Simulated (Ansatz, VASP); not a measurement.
## Two plane-wave programs on ZnO

INCAR

```
PREC = Accurate ; ENCUT = 520
EDIFF = 1E-6 ; ISMEAR = -1
SIGMA = 0.02 ; LREAL = False
LASPH = True ; NELM = 100
ALGO = Normal ; ISIF = 2
LWAVE = False ; LCHARG = False
GGA = PE ; NBANDS = 16
```

File KPOINTS:

```
Automatic mesh
0
Gamma
  10 10 10
```

POSCAR

```
ZnO
1.0
   -0.0446669283      2.0891035314      2.0891035314
    2.0891035314     -0.0446669283      2.0891035314
    2.0891035314      2.0891035314     -0.0446669283
Zn O
1 1
Direct
    0.0000000000      0.0000000000      0.0000000000
    0.5000000000      0.5000000000      0.5000000000
```

Input for Ansatz:

```yaml
crystal:
  lattice:
    - [-0.0446669283, 2.0891035314, 2.0891035314]
    - [2.0891035314, -0.0446669283, 2.0891035314]
    - [2.0891035314, 2.0891035314, -0.0446669283]
  atoms:
    - { symbol: Zn, position: [0.0, 0.0, 0.0] }
    - { symbol: O, position: [0.5, 0.5, 0.5] }
kpoints:
  mp_grid: { grid: [10, 10, 10] }
  band_path:
    path:
      - [0.0, 0.0, 0.0]
      - [0.5, 0.0, 0.5]
      - [0.625, 0.25, 0.625]
      - [0.375, 0.375, 0.75]
      - [0.5, 0.5, 0.5]
      - [0.5, 0.25, 0.75]
    npoints: 1
hamiltonian:
  xc: pbe
scf:
  occupations: { method: fermi_dirac, width: 0.02 }
  n_extra_bands: 4
output:
  forces: true
  stress: true
  eigenvalues: true
```

Change from the starting cell: shear_111 strain -3.1%.

Alike in both runs: task single point; functional PBE; k mesh 10 × 10 × 10; occupations fermi-dirac, width 0.02 eV; no spin polarisation.

|  | VASP | Ansatz |
| --- | --- | --- |
| version | VASP 6.6.1 | Ansatz 0.2.0 |
| potentials or method | VASP PAW PBE potentials, release 64 (Zn, O) | plane waves, PAW |
| plane-wave cutoff (eV) | 520 | 420 |
| valence electrons in the cell | 18 | 18 |

|  | VASP | Ansatz | Ansatz less VASP |
| --- | --- | --- | --- |
| gap on the k mesh at the Fermi level (eV) | 1.04 | 1.08 | +0.035 |
| pressure (GPa) | 16.1 | 14.7 | -1.37 |
| largest component of the traceless stress (GPa) | 1.69 | 1.72 | +0.028 |

With one functional, cell and mesh, what is left measures potentials, basis and numerics.

Caveats: so large a pressure means that the cell lies far from this level's equilibrium, or that cutoff or potentials fall short (VASP). A k mesh can miss the band edges.
